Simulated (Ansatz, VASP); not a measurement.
**Two plane-wave programs on Sb**

File INCAR:

```
SYSTEM = Sb
ALGO = Normal
EDIFF = 1E-7
ENCUT = 520
GGA = PE
ISIF = 2
ISMEAR = -1
LASPH = .True.
LCHARG = .False.
LREAL = .False.
LWAVE = .False.
NBANDS = 8
NELM = 100
PREC = Accurate
SIGMA = 0.05
```

Contents of KPOINTS:

```
k-points
0
Gamma
  8 8 8
  0 0 0
```

The input POSCAR:

```
Sb
1.0
    3.0954921035      0.0000000000      0.0000000000
    0.0000000000      3.0954921035      0.0000000000
    0.0000000000      0.0000000000      3.0954921035
Sb
1
Direct
    0.0000000000      0.0000000000      0.0000000000
```

Contents of input.yaml:

```yaml
crystal:
  lattice:
    - [3.0954921035, 0.0, 0.0]
    - [0.0, 3.0954921035, 0.0]
    - [0.0, 0.0, 3.0954921035]
  atoms:
    - { symbol: Sb, position: [0.0, 0.0, 0.0] }
hamiltonian:
  xc: pbe
  pseudopotentials: { kind: paw }
kpoints:
  mp_grid: { grid: [8, 8, 8] }
scf:
  occupations: { method: fermi_dirac, width: 0.05 }
output:
  forces: true
  stress: true
  eigenvalues: true
  write_density: true
  write_potential: true
  elf: true
  volumetric_format: npy
```

Change from the starting cell: volume scaled by 0.94.

Alike in both runs: task single point; functional PBE; k mesh 8 × 8 × 8; occupations fermi-dirac, width 0.05 eV; no spin polarisation.

|  | VASP | Ansatz |
| --- | --- | --- |
| version | VASP 6.6.1 | Ansatz 0.2.0 |
| potentials or method | VASP PAW PBE potentials, release 64 (Sb) | Ansatz PAW |
| plane-wave cutoff (eV) | 520 | 420 |
| valence electrons in the cell | 5 | 15 |

```tsv
	VASP	Ansatz	Ansatz less VASP
gap on the k mesh at the Fermi level (eV)	none	none	-
pressure (GPa)	1.1	1.1	+0.01
```

A gap of «none» marks a metal or a gap that the smearing closes. The two sets of potentials don't hold the same shells in valence.

Spin-orbit coupling is left out, which matters for the levels of Sb.
